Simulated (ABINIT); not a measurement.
# Sb (P6_3/mmc) in ABINIT: single point with PBEsol

Aim: the single point of Sb with PBEsol.

Everything below comes from runs of ABINIT 10.8.3 (patched build). Logs are shortened: lines on timing, memory, paths and dates and some standing lists are left out, and cuts for length are marked. The log counts tension as positive stress, the text compression.

## (1) The crystal as given

Symmetry: P6_3/mmc, No. 194, hexagonal system. The conventional cell has a = 3.355 Å, b = 3.355 Å, c = 5.470 Å, α = 90.00°, β = 90.00°, γ = 120.00°. Sb (site symmetry -6m2) has 12 Sb at 3.35 Å as nearest neighbours.

This isn't the form of Sb at room conditions, which is rhombohedral.

## (2) Single point, PBEsol

File run.abi:

```
# Pseudopotentials
pp_dirpath "./"
pseudos "Sb.upf"

# Structure
acell 3*1.0
rprim
     6.3391475473     0.0000000000     0.0000000000
    -3.1695737737     5.4898628143     0.0000000000
     0.0000000000     0.0000000000    10.3371054862
ntypat 1
znucl 51
natom 2
typat 1 1
xred
     0.6666666667     0.3333333333     0.7500000000
     0.3333333333     0.6666666667     0.2500000000

# Plane-wave basis
ecut 36.0

# k points
kptopt 1
ngkpt 7 7 4
nshiftk 1
shiftk 0.0 0.0 0.0

# Exchange and correlation
ixc -116133

# Bands and occupations
nband 19
occopt 3
tsmear 0.00183747

# SCF cycle
nstep 100
tolvrs 1.0e-10

# Output
iomode 3
prtwf 0
prtden 0
prteig 0
prtebands 0
enunit 1
prtvol 2
```

Potentials or basis: PseudoDojo NC SR PBEsol v0.4.1 standard.

Run with:

```bash
$ abinit run.abi > log 2>&1
```

run.abo:

```text
.Version 10.8.3 of ABINIT
 Symmetries : space group P6_3/m m c (#194); Bravais hP (primitive hexag.)
================================================================================
 Values of the parameters that define the memory need of the present run
     intxc =       0    ionmov =       0      iscf =       7    lmnmax =       6
     lnmax =       6     mgfft =      60  mpssoang =       3    mqgrid =    3001
     natom =       2  nloc_mem =       1    nspden =       1   nspinor =       1
    nsppol =       1      nsym =      24    n1xccc =    2501    ntypat =       1
    occopt =       3   xclevel =       2
       mpw =        3730          nfft =       77760          nkpt =          24
================================================================================
================================================================================

--------------------------------------------------------------------------------
------------- Echo of variables that govern the present computation ------------
--------------------------------------------------------------------------------
 -outvars: echo values of preprocessed input variables --------
            acell      1.0000000000E+00  1.0000000000E+00  1.0000000000E+00 Bohr
              amu      1.21753000E+02
             ecut      3.60000000E+01 Hartree
           enunit           1
              ixc     -116133
         kptrlatt        7    0    0      0    7    0      0    0    4
          kptrlen      4.13484219E+01
            natom           2
            nband          19
            ngfft          36      36      60
             nkpt          24
            nstep         100
             nsym          24
           ntypat           1
           occopt           3
           prtden           0
        prtebands           0
           prteig           0
           prtvol           2
            prtwf           0
            rprim      6.3391475473E+00  0.0000000000E+00  0.0000000000E+00
                      -3.1695737737E+00  5.4898628143E+00  0.0000000000E+00
                       0.0000000000E+00  0.0000000000E+00  1.0337105486E+01
          spgroup         194
           tolvrs      1.00000000E-10
           tsmear      1.83747000E-03 Hartree
            typat      1  1
           xangst      1.6772662081E+00  9.6837009678E-01  4.1026204847E+00
                      -1.7639127972E-11  1.9367401936E+00  1.3675401616E+00
            xcart      3.1695737736E+00  1.8299542714E+00  7.7528291146E+00
                      -3.3333120968E-11  3.6599085429E+00  2.5842763716E+00
             xred      6.6666666667E-01  3.3333333333E-01  7.5000000000E-01
                       3.3333333333E-01  6.6666666667E-01  2.5000000000E-01
            znucl       51.00000

================================================================================

 chkinp: Checking input parameters for consistency.

================================================================================
== DATASET  1 ==================================================================

--- !DatasetInfo
iteration_state: {dtset: 1, }
dimensions: {natom: 2, nkpt: 24, mband: 19, nsppol: 1, nspinor: 1, nspden: 1, mpw: 3730, }
cutoff_energies: {ecut:  36.0, pawecutdg:  -1.0, }
electrons: {nelect:   3.00000000E+01, charge:   0.00000000E+00, occopt:   3.00000000E+00, tsmear:   1.83747000E-03, }
meta: {optdriver: 0, ionmov: 0, optcell: 0, iscf: 7, paral_kgb: 0, }
...

 Real(R)+Recip(G) space primitive vectors, cartesian coordinates (Bohr,Bohr^-1):
 R(1)=  6.3391475  0.0000000  0.0000000  G(1)=  0.1577499  0.0910770  0.0000000
 R(2)= -3.1695738  5.4898628  0.0000000  G(2)=  0.0000000  0.1821539  0.0000000
 R(3)=  0.0000000  0.0000000 10.3371055  G(3)=  0.0000000  0.0000000  0.0967389
 Unit cell volume ucvol=  3.5974213E+02 bohr^3
 Angles (23,13,12)=  9.00000000E+01  9.00000000E+01  1.20000000E+02 degrees

 getcut: wavevector=  0.0000  0.0000  0.0000  ngfft=  36  36  60
         ecut(hartree)=     36.000   => boxcut(ratio)=   2.10259

--- Pseudopotential description ------------------------------------------------
- pspini: atom type   1  psp file is ./Sb.upf
12 -116133 2 -1 1434                          pspcod,pspxc,lmax,lloc,mmax
     nproj     2     2     2

   1.58138460E+03                                ecore*ucvol(ha*bohr**3)
--------------------------------------------------------------------------------

================================================================================

--- !BeginCycle
iteration_state: {dtset: 1, }
[... 46 lines left out ...]
force_length_stats: {min:   1.12382139E-28, max:   1.12382139E-28, mean:   1.12382139E-28, }
...

 Integrated electronic density in atomic spheres:
 ------------------------------------------------
 Atom  Sphere_radius  Integrated_density
    1        2.00000         11.19879238
    2        2.00000         11.19879238
================================================================================

 ----iterations are completed or convergence reached----

 Mean square residual over all n,k,spin=   15.326E-08; max=  40.135E-06
   0.0000  0.0000  0.0000    1  7.45601E-09 kpt; spin; max resid(k); each band:
  6.59E-16 9.93E-15 8.66E-16 8.68E-16 4.63E-16 4.60E-16 1.53E-16 1.59E-16
  1.18E-16 1.19E-16 1.67E-15 1.31E-14 9.69E-16 1.36E-15 7.90E-16 3.25E-15
  3.02E-15 1.67E-15 7.46E-09
   0.1429  0.0000  0.0000    1  1.06239E-11 kpt; spin; max resid(k); each band:
  6.88E-15 4.35E-15 6.38E-16 1.81E-16 1.73E-15 2.99E-15 3.63E-16 8.98E-16
  4.08E-16 8.68E-17 3.37E-15 6.65E-15 1.55E-15 4.07E-15 1.06E-15 3.82E-15
  1.77E-15 1.31E-15 1.06E-11
   0.2857  0.0000  0.0000    1  1.41745E-12 kpt; spin; max resid(k); each band:
  1.02E-14 2.71E-15 2.14E-16 2.24E-15 2.53E-15 9.29E-16 2.74E-15 3.87E-16
  6.12E-16 7.20E-16 3.29E-15 5.60E-15 1.61E-15 3.55E-15 4.54E-15 7.75E-16
  3.02E-15 1.32E-15 1.42E-12
   0.4286  0.0000  0.0000    1  2.37518E-13 kpt; spin; max resid(k); each band:
  1.10E-14 3.88E-15 2.52E-16 1.76E-15 1.45E-15 1.27E-15 1.97E-15 8.72E-16
  1.41E-16 1.49E-16 3.00E-15 3.07E-15 3.76E-15 2.71E-15 5.45E-15 3.87E-15
  4.28E-16 6.17E-16 2.38E-13
   0.1429  0.1429  0.0000    1  2.48338E-06 kpt; spin; max resid(k); each band:
[... 64 lines left out ...]
  6.62E-15 4.39E-15 3.92E-15 2.97E-15 1.25E-15 1.26E-15 1.17E-15 1.16E-15
  1.28E-15 1.28E-15 3.55E-15 3.54E-15 3.32E-15 3.34E-15 3.19E-15 3.50E-15
  7.01E-15 4.65E-15 2.53E-11
   0.2857  0.1429  0.5000    1  8.15616E-08 kpt; spin; max resid(k); each band:
  7.80E-15 3.20E-15 2.70E-15 3.04E-15 7.52E-16 6.08E-16 1.90E-15 1.92E-15
  1.24E-15 1.24E-15 3.81E-15 3.81E-15 4.11E-15 4.10E-15 3.10E-15 2.97E-15
  4.74E-15 5.26E-15 8.16E-08
   0.4286  0.1429  0.5000    1  1.12305E-09 kpt; spin; max resid(k); each band:
  8.43E-15 1.86E-15 2.58E-15 3.58E-15 7.14E-16 5.99E-16 1.33E-15 1.35E-15
  5.46E-16 5.44E-16 1.88E-15 3.11E-15 2.39E-15 2.71E-15 3.19E-15 3.18E-15
  2.75E-15 2.86E-15 1.12E-09
   0.2857  0.2857  0.5000    1  6.45921E-08 kpt; spin; max resid(k); each band:
  6.78E-15 3.61E-15 1.25E-15 9.79E-16 1.51E-15 1.43E-15 1.93E-15 1.93E-15
  1.62E-15 1.58E-15 2.86E-15 2.03E-15 3.11E-15 3.14E-15 2.29E-15 2.27E-15
  2.80E-15 2.58E-15 6.46E-08
 reduced coordinates (array xred) for    2 atoms
       0.666666666667      0.333333333333      0.750000000000
       0.333333333333      0.666666666667      0.250000000000
 rms dE/dt=  4.2928E-28; max dE/dt=  4.7121E-28; dE/dt below (all hartree)
    1      -0.000000000000     -0.000000000000      0.000000000000
    2      -0.000000000000      0.000000000000      0.000000000000

 cartesian coordinates (angstrom) at end:
    1      1.67726620814471     0.96837009678017     4.10262048471480
    2     -0.00000000001764     1.93674019356034     1.36754016157160

 cartesian forces (hartree/bohr) at end:
    1     -0.00000000000000     0.00000000000000    -0.00000000000000
    2      0.00000000000000    -0.00000000000000    -0.00000000000000
 frms,max,avg= 6.4883858E-29 1.1035707E-28   0.000E+00  0.000E+00  0.000E+00 h/b

 cartesian forces (eV/Angstrom) at end:
    1     -0.00000000000000     0.00000000000000    -0.00000000000000
    2      0.00000000000000    -0.00000000000000    -0.00000000000000
 frms,max,avg= 3.3364621E-27 5.6747887E-27   0.000E+00  0.000E+00  0.000E+00 e/A
 length scales=  1.000000000000  1.000000000000  1.000000000000 bohr
              =  0.529177210544  0.529177210544  0.529177210544 angstroms
 Fermi (or HOMO) energy (eV) =   8.06169   Average Vxc (eV)= -11.09510
 Eigenvalues (   eV  ) for nkpt=  24  k points:
 kpt#   1, nband= 19, wtk=  0.00510, kpt=  0.0000  0.0000  0.0000 (reduced coord)
 -21.04060  -21.03059  -21.01685  -21.01685  -21.01260  -21.01260  -21.01154  -21.01154
 -20.95870  -20.95870   -4.82048   -0.98281    2.30951   11.80523   11.80523   13.44170
  13.44170   13.67400   16.08729
 kpt#   2, nband= 19, wtk=  0.03061, kpt=  0.1429  0.0000  0.0000 (reduced coord)
 -21.03893  -21.02795  -21.01660  -21.01589  -21.01366  -21.00602  -21.00349  -20.99858
 -20.96642  -20.95793   -4.45908   -0.67138    2.68777    9.07228   10.74909   11.73381
  13.20629   13.44239   15.50074
 kpt#   3, nband= 19, wtk=  0.03061, kpt=  0.2857  0.0000  0.0000 (reduced coord)
 -21.05052  -21.02856  -21.02472  -21.01673  -21.00983  -20.98166  -20.97938  -20.97296
 -20.96697  -20.95535   -3.39148    0.15901    3.78831    5.50529    8.62971    9.42269
  11.19212   12.62556   13.62973
 kpt#   4, nband= 19, wtk=  0.03061, kpt=  0.4286  0.0000  0.0000 (reduced coord)
 -21.06093  -21.03878  -21.03138  -21.01972  -20.99433  -20.99318  -20.95742  -20.95400
 -20.94839  -20.94128   -1.76735    0.46199    3.68813    5.40358    5.80635    8.66174
   8.67852   11.98036   12.79070
 kpt#   5, nband= 19, wtk=  0.03061, kpt=  0.1429  0.1429  0.0000 (reduced coord)
[... 64 lines left out ...]
 -21.03889  -21.03889  -21.01581  -21.01581  -21.00045  -21.00045  -20.98255  -20.98255
 -20.96452  -20.96452   -2.52603   -2.52603    7.18575    7.18575    8.82679    8.82679
   9.99629    9.99629   16.39447
 kpt#  22, nband= 19, wtk=  0.06122, kpt=  0.2857  0.1429  0.5000 (reduced coord)
 -21.04352  -21.04352  -21.01337  -21.01337  -20.99784  -20.99784  -20.97251  -20.97251
 -20.94822  -20.94822   -1.22291   -1.22291    4.75936    4.75936    7.89245    7.89245
  10.09329   10.09329   15.84966
 kpt#  23, nband= 19, wtk=  0.03061, kpt=  0.4286  0.1429  0.5000 (reduced coord)
 -21.04625  -21.04625  -21.01583  -21.01583  -20.99905  -20.99905  -20.95520  -20.95520
 -20.94813  -20.94813   -0.13806   -0.13806    3.09178    3.09178    7.49024    7.49024
  10.77659   10.77659   15.01733
 kpt#  24, nband= 19, wtk=  0.03061, kpt=  0.2857  0.2857  0.5000 (reduced coord)
 -21.04028  -21.04028  -21.00578  -21.00578  -20.99123  -20.99123  -20.97195  -20.97195
 -20.95225  -20.95225    0.00197    0.00197    3.92501    3.92501    5.56611    5.56611
  11.00760   11.00760   15.73962
 Total charge density [el/Bohr^3]
)     Maximum=    1.4785E+00  at reduced coord.    0.7778    0.4444    0.7667
)Next maximum=    1.4785E+00  at reduced coord.    0.6667    0.4444    0.7667
)     Minimum=    3.6259E-04  at reduced coord.    0.3333    0.6667    0.2500
)Next minimum=    3.6259E-04  at reduced coord.    0.6667    0.3333    0.7500
   Integrated=    3.0000E+01

--- !EnergyTerms
iteration_state     : {dtset: 1, }
comment             : Components of total free energy in Hartree
kinetic             :  1.06383903183786E+02
hartree             :  3.90867728812227E+01
xc                  : -4.50199541449105E+01
Ewald energy        : -1.15119992064348E+02
psp_core            :  4.39588379646975E+00
local_psp           : -1.32907667936971E+02
non_local_psp       : -3.83665791491648E+01
internal            : -1.81547633433916E+02
'-kT*entropy'       : -4.76029115780847E-04
total_energy        : -1.81548109463032E+02
total_energy_eV     : -4.94017572882620E+03
band_energy         : -1.43889350423284E+01
...

 Cartesian components of stress tensor (hartree/bohr^3)
  sigma(1 1)=  8.37093236E-05  sigma(3 2)=  0.00000000E+00
  sigma(2 2)=  8.37093236E-05  sigma(3 1)=  0.00000000E+00
  sigma(3 3)=  1.25162876E-04  sigma(2 1)=  1.12054014E-13

-Cartesian components of stress tensor (GPa)         [Pressure= -2.8693E+00 GPa]
- sigma(1 1)=  2.46281333E+00  sigma(3 2)=  0.00000000E+00
- sigma(2 2)=  2.46281333E+00  sigma(3 1)=  0.00000000E+00
- sigma(3 3)=  3.68241895E+00  sigma(2 1)=  3.29674290E-09

== END DATASET(S) ==============================================================
================================================================================

 -outvars: echo values of variables after computation  --------
            acell      1.0000000000E+00  1.0000000000E+00  1.0000000000E+00 Bohr
           etotal     -1.8154810946E+02
            fcart     -2.1238228035E-29  1.1035707006E-28 -0.0000000000E+00
                       2.1238228035E-29 -1.1035707006E-28 -0.0000000000E+00
            rprim      6.3391475473E+00  0.0000000000E+00  0.0000000000E+00
                      -3.1695737737E+00  5.4898628143E+00  0.0000000000E+00
                       0.0000000000E+00  0.0000000000E+00  1.0337105486E+01
           strten      8.3709323610E-05  8.3709323609E-05  1.2516287613E-04
                       0.0000000000E+00  0.0000000000E+00  1.1205401354E-13
           xangst      1.6772662081E+00  9.6837009678E-01  4.1026204847E+00
                      -1.7639127972E-11  1.9367401936E+00  1.3675401616E+00
             xred      6.6666666667E-01  3.3333333333E-01  7.5000000000E-01
                       3.3333333333E-01  6.6666666667E-01  2.5000000000E-01
 Calculation completed.
```

It took 44 s on 1 thread of Arm Neoverse V1, shared host; peak memory 0.1 GiB.

Results:

```yaml
Free_energy: -4940.1757 eV
Pressure: -2.9 GPa
Band_gap_on_the_k_mesh: none (metal or under the smearing width)
Valence_electrons_inside_the_program's_atomic_spheres: Sb 11.20 (radii [1.0584] Å)
```

The run has no spin-orbit coupling, so splittings on Sb are missing.
